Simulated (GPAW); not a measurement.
# BaTiO3 (P4mm) in GPAW: settings compared

The runs below take BaTiO3 through band structure, single point, with LDA, TB-mBJ.

Everything below comes from runs of GPAW 26.7.0. Logs are shortened: lines on timing, memory, paths and dates and some standing lists are left out, and cuts for length are marked. The log counts tension as positive stress, the text compression.

**1. Starting point**

The structure is tetragonal, space group P4mm (No. 99). The conventional cell has a = 4.000 Å, b = 4.000 Å, c = 4.018 Å, α = 90.00°, β = 90.00°, γ = 90.00°. Around Ba (site symmetry 4mm) lie 12 O at 2.79 to 2.88 Å. Ti (site symmetry 4mm) is surrounded by 6 O at 1.89 to 2.13 Å. Around O (site symmetry 2mm) lie 2 Ti at 2.00 Å. Around O (site symmetry 4mm) lie 2 Ti at 1.89 to 2.13 Å.

**2. Band structure, LDA**

Input file run.py:

```python
from ase import Atoms
from ase.dft.bandgap import bandgap
from ase.io import write
from ase.units import GPa
from gpaw import GPAW, PW

atoms = Atoms(['Ba', 'Ti', 'O', 'O', 'O'],
              cell=[[3.9998, 0.0, 0.0],
                    [0.0, 3.9998, 0.0],
                    [0.0, 0.0, 4.018]],
              scaled_positions=[[0.0, 0.0, 0.0],
                                [0.5, 0.5, 0.49],
                                [0.0, 0.5, 0.517],
                                [0.5, 0.0, 0.517],
                                [0.5, 0.5, 0.019]],
              pbc=True)

calc = GPAW(mode=PW(800),
            xc='LDA',
            kpts={'size': (5, 5, 5), 'gamma': True},
            occupations={'name': 'fermi-dirac', 'width': 0.05},
            nbands=36,
            convergence={'density': 1e-05, 'energy': 1e-05},
            maxiter=150,
            txt='gpaw.txt')
atoms.calc = calc
energy = atoms.get_potential_energy()
forces = atoms.get_forces()
stress = atoms.get_stress()
calc.write('gs.gpw')
write('result.traj', atoms)
print(f'Energy: {energy:.6f} eV')
print('Forces (eV/A):')
print(forces.round(4))
print('Stress (GPa):', (stress / GPa).round(3))
print('Fermi level:', round(calc.get_fermi_level(), 4), 'eV')
print(f'Gap: {bandgap(calc)[0]:.4f} eV, direct: {bandgap(calc, direct=True)[0]:.4f} eV')

path = atoms.cell.bandpath('GXMGZRAZ,XR,MA', npoints=60, eps=1e-4)
bs_calc = calc.fixed_density(kpts=path, symmetry='off', nbands=53,
                             convergence={'bands': 'CBM+6.0', 'eigenstates': 1e-6}, txt='bands.txt')
bs = bs_calc.band_structure()
bs.write('bs.json')
print(f'Gap on the path: {bandgap(bs_calc)[0]:.4f} eV')
```

Potentials or basis: the program's PAW data sets (release 1.2.1) made for this functional, pw.

Launch:

```console
$ OMP_NUM_THREADS=1 python run.py
```

gpaw.txt:

```text
__  _  _
 | _ |_)|_||  |
 |__||  | ||/\| - 26.7.0

Input parameters:
  mode=PW(ecut=800.0),
  convergence={'density': 1e-05, 'energy': 1e-05},
  kpts=MonkhorstPack(size=(5, 5, 5), gamma=True),
  maxiter=150,
  nbands=36,
  occupations=Occupations(name='fermi-dirac', width=0.05),
  xc=XC(name='LDA')

Diagonalizing LCAO Hamiltonian
Converting LCAO to pw mode
   .---------.
  /|         |
 * |         |
 |O|         |
 | |  OTi    |
 | .---------.
 |/    O    /
 Ba--------*

Atoms  # Å, Bohr magnetons
|   | symbol |        x |        y |        z |    initial magnetic moments |
|---|--------|----------|----------|----------|-----------------------------|
| 0 |     Ba | 0.000000 | 0.000000 | 0.000000 | ( 0.0000,  0.0000,  0.0000) |
| 1 |     Ti | 1.999900 | 1.999900 | 1.968820 | ( 0.0000,  0.0000,  0.0000) |
| 2 |      O | 0.000000 | 1.999900 | 2.077306 | ( 0.0000,  0.0000,  0.0000) |
| 3 |      O | 1.999900 | 0.000000 | 2.077306 | ( 0.0000,  0.0000,  0.0000) |
| 4 |      O | 1.999900 | 1.999900 | 0.076342 | ( 0.0000,  0.0000,  0.0000) |

Unit cell  # Å
| periodic |        x |        y |        z |  lengths |    angles |
|----------|----------|----------|----------|----------|-----------|
|      yes | 3.999800 | 0.000000 | 0.000000 | 3.999800 | 90.000000 |
|      yes | 0.000000 | 3.999800 | 0.000000 | 3.999800 | 90.000000 |
|      yes | 0.000000 | 0.000000 | 4.018000 | 4.018000 | 90.000000 |

Number of symmetries: 8
Symmetry operations  # r_c * U_cc + t_c -> r_c
|   | kind |            matrix            |
|---|------|------------------------------|
| 0 |  E   |  1, 0, 0,  0, 1, 0,  0, 0, 1 |
| 1 |  σ   |  1, 0, 0,  0,-1, 0,  0, 0, 1 |
| 2 |  σ   |  0, 1, 0,  1, 0, 0,  0, 0, 1 |
| 3 |  C4  |  0, 1, 0, -1, 0, 0,  0, 0, 1 |
| 4 |  C4  |  0,-1, 0,  1, 0, 0,  0, 0, 1 |
| 5 |  σ   |  0,-1, 0, -1, 0, 0,  0, 0, 1 |
| 6 |  σ   | -1, 0, 0,  0, 1, 0,  0, 0, 1 |
| 7 |  C2  | -1, 0, 0,  0,-1, 0,  0, 0, 1 |

BZ-sampling:
  Number of BZ points: 125
  Number of IBZ points: 18

  Monkhorst-Pack size: [5, 5, 5]
  Monkhorst-Pack shift: [0, 0, 0]

K-points  # in reciprocal-cell coordinates
|     |                                coordinates |     weight |
|-----|--------------------------------------------|------------|
|   0 | (  0.00000000,   0.00000000,   0.00000000) | 0.00800000 |
|   1 | (  0.00000000,   0.00000000,   0.20000000) | 0.01600000 |
|   2 | (  0.00000000,   0.00000000,   0.40000000) | 0.01600000 |
|   3 | (  0.20000000,   0.00000000,   0.00000000) | 0.03200000 |
|   4 | (  0.20000000,   0.00000000,   0.20000000) | 0.06400000 |
|   5 | (  0.20000000,   0.00000000,   0.40000000) | 0.06400000 |
|   6 | (  0.20000000,   0.20000000,   0.00000000) | 0.03200000 |
|   7 | (  0.20000000,   0.20000000,   0.20000000) | 0.06400000 |
|   8 | (  0.20000000,   0.20000000,   0.40000000) | 0.06400000 |
|   9 | (  0.40000000,   0.00000000,   0.00000000) | 0.03200000 |
| ... |                                            |            |
|  17 | (  0.40000000,   0.40000000,   0.40000000) | 0.06400000 |

Plane wave coefficients: 3317
Cutoff: 800.0 eV

Spin-components: 1 (collinear spins)
Bands:           36
Projectors:      27
Spin-degeneracy: 2
Datatype:        complex128

Parallelization:
  kpt:    1
  domain: 1
  band:   1

Density:
  Valence electrons: 40.0
  Components: 1
  Grid points: [27 27 27]
  Charge: 0.0  # |e|

Potential:
  Grid points: [27 27 27]

species:
  Ba:
    name:    Barium
    Z:       56.0
    valence: 10
    core:    46
    charge:  0.0  # [|e|]
    compensation charges:
      type: gauss
      rc: 0.37  # [Å]
      lmax: 2
    cutoffs:
      filter: 2.06  # [Å]
      core: 2.33  # [Å]
    projectors
    | kind |    occ | energy [eV] | rcut [Å] |
    |------|--------|-------------|----------|
    |   5s |  2.000 |     -33.774 |    1.164 |
    |   6s |  2.000 |      -3.346 |    1.164 |
    |   5p |  6.000 |     -18.813 |    1.164 |
    |    p |        |       0.000 |    1.164 |
    |    d |        |       0.000 |    1.164 |
    |    d |        |      27.211 |    1.164 |

    Using partial waves for Ba as LCAO basis

  Ti:
    name:    Titanium
    Z:       22.0
    valence: 12
    core:    10
    charge:  0.0  # [|e|]
    compensation charges:
      type: gauss
      rc: 0.38  # [Å]
      lmax: 2
    cutoffs:
      filter: 2.23  # [Å]
      core: 1.02  # [Å]
    projectors
    | kind |    occ | energy [eV] | rcut [Å] |
    |------|--------|-------------|----------|
    |   3s |  2.000 |     -62.257 |    1.270 |
    |   4s |  2.000 |      -4.593 |    1.270 |
    |   3p |  6.000 |     -38.791 |    1.058 |
    |   4p |  0.000 |      -1.536 |    1.058 |
    |   3d |  2.000 |      -4.463 |    1.058 |
    |    d |        |      22.748 |    1.058 |

    Using partial waves for Ti as LCAO basis

  O:
    name:    Oxygen
    Z:       8.0
    valence: 6
    core:    2
    charge:  0.0  # [|e|]
    compensation charges:
      type: gauss
      rc: 0.21  # [Å]
      lmax: 2
    cutoffs:
      filter: 1.17  # [Å]
      core: 0.83  # [Å]
    projectors
    | kind |    occ | energy [eV] | rcut [Å] |
    |------|--------|-------------|----------|
    |   2s |  2.000 |     -23.752 |    0.688 |
    |   2p |  4.000 |      -9.195 |    0.598 |
    |    s |        |       3.459 |    0.688 |
    |    p |        |      18.016 |    0.598 |
    |    d |        |       0.000 |    0.619 |

    Using partial waves for O as LCAO basis

Reference energy: -250365.446817  # eV

eigensolver:
  PPCG
  Converge bands: occupied
  niter=2

density mixing:
  MSR1-Mixer
  Pratt-step length: 0.05
  Maximum mixing coefficient: 0.75
  Old densities: 10
  SVD Regularization: 0.005
  Good broyden scale: 1.0
  Trust region scale: 1.0
  Backstep threshold: 4.0
  History deletion threshold: 6.0
  Fourier metric: weight=20.0, sigma=0.015

occupation numbers:
  Fermi-Dirac:
    width: 0.0500  # eV

poisson solver:
  ecut: 6400.0  # eV

xc functional:
  name: None

convergence criteria:
- Maximum integral of absolute [dens]ity change: 1e-05 electrons / valence electron
- Maximum [total energy] change in last 3 cyles: 1e-05 eV / valence electron
- Maximum integral of absolute [eigenst]ate change: 4e-08 eV^2 / valence electron
maximum number of iterations: 150

SCF iterations
|iter     | |      energy | eigst |  dens |
|---------|-|-------------|-------|-------|
|iter:   1| |  -48.975264 | +0.26 |       |
|iter:   2| |  -47.319105 | -1.46 | -0.88 |
|iter:   3| |  -44.046117 | -0.92 | -0.95 |
|iter:   4| |  -43.843728 | -2.20 | -1.46 |
|iter:   5| |  -43.793724 | -2.90 | -1.64 |
|iter:   6| |  -43.789456 | -3.69 | -1.99 |
|iter:   7| |  -43.789392 | -4.61 | -2.79 |
|iter:   8| |  -43.789290c| -5.32 | -3.08 |
|iter:   9| |  -43.789287c| -6.47 | -3.62 |
|iter:  10| |  -43.789287c| -7.81c| -4.15 |
|iter:  11| |  -43.789287c| -8.53c| -5.10c|

Converged in 11 steps
Energy contributions relative to reference atoms: (reference = -250365.446817)

Energy contributions:
  Kinetic:          38.164459
  Coulomb:         -41.738917
  Zero:              0.758750
  External:          0.000000
  Xc:              -40.973579
  Entropy:          -0.000000
  Spinorbit:         0.000000
  ----------------------------
  Free energy:     -43.789287
  Extrapolated:    -43.789287

dipole moment: (-35.331156, -35.331156, -33.809098)  # |e|*Ang

Fermi level: 8.133
Eigenvalues  # (at kpt = [0.000, 0.000, 0.000])
| band index |      eig [eV] | occ [0-2] |
|------------|---------------|-----------|
|          0 |       -48.605 |     2.000 |
|        ... |               |           |
|         12 |         4.963 |     2.000 |
|         13 |         4.963 |     2.000 |
|         14 |         6.042 |     2.000 |
|         15 |         6.042 |     2.000 |
|         16 |         6.134 |     2.000 |
|         17 |         7.007 |     2.000 |
|         18 |         7.014 |     2.000 |
|         19 |         7.014 |     2.000 |
|         20 |         9.017 |     0.000 |
|         21 |         9.237 |     0.000 |
|         22 |         9.237 |     0.000 |
|         23 |        11.339 |     0.000 |
|         24 |        11.426 |     0.000 |
|         25 |        12.167 |     0.000 |
|         26 |        12.234 |     0.000 |
|         27 |        14.427 |     0.000 |
|        ... |               |           |
|         35 |        26.984 |     0.000 |

Gap: 1.883 eV
Transition (v -> c):
  (s=0, k=17, n=19, [0.40, 0.40, 0.40]) -> (s=0, k=0, n=20, [0.00, 0.00, 0.00])
Direct/indirect transitions are different
Direct gap: 2.002 eV
Transition at: (s=0, k=0, n=19, [0.00, 0.00, 0.00])

Forces  # eV/Ang
|        x |       y |        z |
|----------|---------|----------|
|  0.00000 | 0.00000 |  0.02308 |  # Ba   0
|  0.00000 | 0.00000 | -0.19637 |  # Ti   1
| -0.00000 | 0.00000 | -0.11029 |  # O    2
|  0.00000 | 0.00000 | -0.11029 |  # O    3
| -0.00000 | 0.00000 |  0.39375 |  # O    4

Stress tensor  # eV/Ang^3
|         x |        y |         z |
|-----------|----------|-----------|
|  0.046742 | 0.000000 | -0.000000 |
|  0.000000 | 0.046742 |  0.000000 |
| -0.000000 | 0.000000 |  0.041040 |

# Writing to gs.gpw (mode='')
```

Run time: 2.1 min. Hardware: 1 thread of Arm Neoverse V2, shared host; peak memory 0.48 GiB.

What came out:

* Free energy: -43.7893 eV
* Pressure: -7.2 GPa
* Largest force: 0.394 eV/Å
* Band gap on the k mesh: 1.88 eV, indirect (least direct gap 2.00 eV)
* Band gap along the path: 1.72 eV, indirect (least direct gap 2.00 eV)

Forces on the atoms (eV/Å):
```
Ba   0.000  0.000  0.023
Ti   0.000  0.000 -0.196
O    0.000  0.000 -0.110
O    0.000  0.000 -0.110
O    0.000  0.000  0.394
```

Levels at the corners of the path, in eV from the valence-band top:
```csv
point,band 16,band 17,band 18,band 19,band 20,band 21,band 22,band 23,band 24,band 25
Γ,-1.25,-1.16,-0.29,-0.28,-0.28,1.72,1.94,1.94,4.04,4.13
X,-1.98,-1.86,-1.76,-0.94,-0.83,2.08,3.49,3.53,4.10,5.92
M,-2.76,-1.77,-0.97,-0.97,-0.08,3.54,3.54,3.93,4.75,7.69
Γ,-1.25,-1.16,-0.29,-0.28,-0.28,1.72,1.94,1.94,4.04,4.13
Z,-1.98,-1.97,-1.97,-0.70,-0.70,1.88,3.55,3.55,4.04,6.06
R,-2.72,-1.73,-0.90,-0.88,-0.16,3.51,3.56,3.92,4.88,7.66
A,-2.44,-2.42,-0.08,-0.08,0.00,4.18,4.18,4.18,6.51,6.67
Z,-1.98,-1.97,-1.97,-0.70,-0.70,1.88,3.55,3.55,4.04,6.06
X,-1.98,-1.86,-1.76,-0.94,-0.83,2.08,3.49,3.53,4.10,5.92
R,-2.72,-1.73,-0.90,-0.88,-0.16,3.51,3.56,3.92,4.88,7.66
M,-2.76,-1.77,-0.97,-0.97,-0.08,3.54,3.54,3.93,4.75,7.69
A,-2.44,-2.42,-0.08,-0.08,0.00,4.18,4.18,4.18,6.51,6.67
```

Caveat: spin-orbit coupling is left out, which moves the levels of the heavy elements; the mesh misses the band edges, which the band path finds closer together.

**3. Single point, TB-mBJ**

Input file run.py:

```python
from ase import Atoms
from ase.dft.bandgap import bandgap
from ase.io import write
from gpaw import GPAW, PW

atoms = Atoms(['Ba', 'Ti', 'O', 'O', 'O'],
              cell=[[3.9998, 0.0, 0.0],
                    [0.0, 3.9998, 0.0],
                    [0.0, 0.0, 4.018]],
              scaled_positions=[[0.0, 0.0, 0.0],
                                [0.5, 0.5, 0.49],
                                [0.0, 0.5, 0.517],
                                [0.5, 0.0, 0.517],
                                [0.5, 0.5, 0.019]],
              pbc=True)

calc = GPAW(mode=PW(800),
            xc='TB09',
            kpts={'size': (6, 6, 6), 'gamma': True},
            occupations={'name': 'fermi-dirac', 'width': 0.05},
            nbands=36,
            convergence={'density': 1e-05, 'energy': 1e-05},
            eigensolver='cg',
            maxiter=150,
            txt='gpaw.txt')
atoms.calc = calc
energy = atoms.get_potential_energy()
calc.write('gs.gpw')
write('result.traj', atoms)
print('Fermi level:', round(calc.get_fermi_level(), 4), 'eV')
print(f'Gap: {bandgap(calc)[0]:.4f} eV, direct: {bandgap(calc, direct=True)[0]:.4f} eV')
```

Potentials or basis: GPAW PAW data sets for LDA (gpaw-data 1.2.1), pw.

Launch:

```console
$ OMP_NUM_THREADS=1 python run.py
```

gpaw.txt:

```text
___ ___ ___ _ _ _
 |   |   |_  | | | |
 | | | | | . | | | |
 |__ |  _|___|_____|  26.7.0
 |___|_|

Input parameters:
  convergence: {density: 1e-05,
                energy: 1e-05}
  eigensolver: cg
  kpts: {gamma: True,
         size: (6, 6, 6)}
  maxiter: 150
  mode: {ecut: 800.0,
         name: pw}
  nbands: 36
  occupations: {name: fermi-dirac,
                width: 0.05}
  xc: TB09

System changes: positions, numbers, cell, pbc, initial_charges, initial_magmoms

Initialize ...

species:
  Ba:
    name:    Barium
    Z:       56.0
    valence: 10
    core:    46
    charge:  0.0  # [|e|]
    compensation charges:
      type: gauss
      rc: 0.37  # [Å]
      lmax: 2
    cutoffs:
      filter: 2.06  # [Å]
      core: 2.33  # [Å]
    projectors
    | kind |    occ | energy [eV] | rcut [Å] |
    |------|--------|-------------|----------|
    |   5s |  2.000 |     -33.774 |    1.164 |
    |   6s |  2.000 |      -3.346 |    1.164 |
    |   5p |  6.000 |     -18.813 |    1.164 |
    |    p |        |       0.000 |    1.164 |
    |    d |        |       0.000 |    1.164 |
    |    d |        |      27.211 |    1.164 |

    Using partial waves for Ba as LCAO basis

  Ti:
    name:    Titanium
    Z:       22.0
    valence: 12
    core:    10
    charge:  0.0  # [|e|]
    compensation charges:
      type: gauss
      rc: 0.38  # [Å]
      lmax: 2
    cutoffs:
      filter: 2.23  # [Å]
      core: 1.02  # [Å]
    projectors
    | kind |    occ | energy [eV] | rcut [Å] |
    |------|--------|-------------|----------|
    |   3s |  2.000 |     -62.257 |    1.270 |
    |   4s |  2.000 |      -4.593 |    1.270 |
    |   3p |  6.000 |     -38.791 |    1.058 |
    |   4p |  0.000 |      -1.536 |    1.058 |
    |   3d |  2.000 |      -4.463 |    1.058 |
    |    d |        |      22.748 |    1.058 |

    Using partial waves for Ti as LCAO basis

  O:
    name:    Oxygen
    Z:       8.0
    valence: 6
    core:    2
    charge:  0.0  # [|e|]
    compensation charges:
      type: gauss
      rc: 0.21  # [Å]
      lmax: 2
    cutoffs:
      filter: 1.17  # [Å]
      core: 0.83  # [Å]
    projectors
    | kind |    occ | energy [eV] | rcut [Å] |
    |------|--------|-------------|----------|
    |   2s |  2.000 |     -23.752 |    0.688 |
    |   2p |  4.000 |      -9.195 |    0.598 |
    |    s |        |       3.459 |    0.688 |
    |    p |        |      18.016 |    0.598 |
    |    d |        |       0.000 |    0.619 |
[... 36 lines left out ...]
   8:     0.16666667    0.16666667    0.00000000          4/216
   9:     0.16666667    0.16666667    0.16666667          8/216
          ...
  39:     0.50000000    0.50000000    0.50000000          1/216

Wave functions: Plane wave expansion
  Cutoff energy: 800.000 eV
  Number of coefficients (min, max): 3287, 3332
  Pulay-stress correction: 0.000000 eV/Ang^3 (de/decut=0.000000)
  Using FFTW library
  ScaLapack parameters: grid=1x1, blocksize=None
  Wavefunction extrapolation:
    Improved wavefunction reuse through dual PAW basis

Occupation numbers: Fermi-Dirac:
  width: 0.0500  # eV

Eigensolver
   CG(niter=4, rtol=3.0e-01)

Densities:
  Coarse grid: 27*27*27 grid
  Fine grid: 54*54*54 grid
  Total Charge: 0.000000

Density mixing:
  Method: separate
  Backend: msr1
  Linear mixing parameter: 0.05
  old densities: 10
  Width of damping distribution: 1.1
  Damping of long wavelength oscillations: 20

Hamiltonian:
  XC and Coulomb potentials evaluated on a 54*54*54 grid
  Using the TB09 Exchange-Correlation functional
  External potential:
    NoExternalPotential

XC parameters: TB09 with 2 nearest neighbor stencil

Number of atoms: 5
Number of atomic orbitals: 30
Number of bands in calculation: 36
Number of valence electrons: 40
Bands to converge: occupied

... initialized

Initializing position-dependent things.

Density initialized from atomic densities
Creating initial wave functions:
  30 bands from LCAO basis set
  6 bands from random numbers

   .---------.
  /|         |
 * |         |
 |O|         |
 | |  OTi    |
 | .---------.
 |/    O    /
 Ba--------*

Atomic positions and initial magnetic moments

Positions:
   0 Ba     0.000000    0.000000    0.000000    ( 0.0000,  0.0000,  0.0000)
   1 Ti     1.999900    1.999900    1.968820    ( 0.0000,  0.0000,  0.0000)
   2 O      0.000000    1.999900    2.077306    ( 0.0000,  0.0000,  0.0000)
   3 O      1.999900    0.000000    2.077306    ( 0.0000,  0.0000,  0.0000)
   4 O      1.999900    1.999900    0.076342    ( 0.0000,  0.0000,  0.0000)

Unit cell:
           periodic     x           y           z      points  spacing
  1. axis:    yes    3.999800    0.000000    0.000000    27     0.1481
  2. axis:    yes    0.000000    3.999800    0.000000    27     0.1481
  3. axis:    yes    0.000000    0.000000    4.018000    27     0.1488

  Lengths:   3.999800   3.999800   4.018000
  Angles:   90.000000  90.000000  90.000000

Effective grid spacing dv^(1/3) = 0.1484

iter:   1  6899.003683
iter:   2  6917.007773   +1.53  -0.86
iter:   3  6915.197073   +0.59  -1.06
iter:   4  6920.550439   +0.09  -1.08
iter:   5  6924.678294   +0.21  -1.40
iter:   6  6929.569076   -0.32  -1.64
iter:   7  6930.911879   -1.02  -1.62
iter:   8  6930.501554   -0.75  -2.01
iter:   9  6929.901808   -0.71  -1.93
iter:  10  6929.762601   -0.99  -2.22
[... 46 further cycles ...]
iter:  57  6929.124521   -6.05  -5.04c
iter:  58  6929.124409   -6.29  -5.13c
iter:  59  6929.127363   -7.03  -5.05c
iter:  60  6929.127387   -6.65  -5.35c
iter:  61  6929.129925   -7.15  -5.27c
iter:  62  6929.128344   -6.94  -5.19c
iter:  63  6929.129647   -6.96  -5.11c
iter:  64  6929.129324   -7.05  -5.15c
iter:  65  6929.129679c  -7.34  -5.22c
iter:  66  6929.129623c  -7.50c -5.38c

Converged after 66 iterations.

Dipole moment: (-0.000000, -0.000000, -2.689648) |e|*Ang

Energy contributions relative to reference atoms: (reference = -250365.446817)

Kinetic:         +3.457132
Potential:       +4.970227
External:        +0.000000
XC:            +6924.939670
Entropy (-ST):   -0.000000
Local:           -4.237406
SIC:             +0.000000
--------------------------
Free energy:   +6929.129623
Extrapolated:  +6929.129623

Showing only first 2 kpts
 Kpt  Band  Eigenvalues  Occupancy
  0    18      7.76313    2.00000
  0    19      7.76313    2.00000
  0    20     10.57260    0.00000
  0    21     10.75000    0.00000

  1    18      7.65197    2.00000
  1    19      7.65197    2.00000
  1    20     10.60146    0.00000
  1    21     11.11090    0.00000

Fermi level: 9.31581

Gap: 2.545 eV
Transition (v -> c):
  (s=0, k=39, n=19, [0.50, 0.50, 0.50]) -> (s=0, k=0, n=20, [0.00, 0.00, 0.00])
Direct/indirect transitions are different
Direct gap: 2.809 eV
Transition at: (s=0, k=0, n=19, [0.00, 0.00, 0.00])
Writing to gs.gpw (mode='')
```

stdout:

```text
Fermi level: 9.3158 eV
Gap: 2.5454 eV, direct: 2.8095 eV
```

Wall time 9.5 min (1 thread of Arm Neoverse V2, shared host); peak memory 0.49 GiB.

Results:

```
Band gap on the k mesh : 2.55 eV, indirect (least direct gap 2.81 eV)
```

Caveat: a model potential gives levels but no total energy; the PAW data sets were made with another functional, which shifts forces and pressure a little; spin-orbit coupling is left out, which moves the levels of the heavy elements.
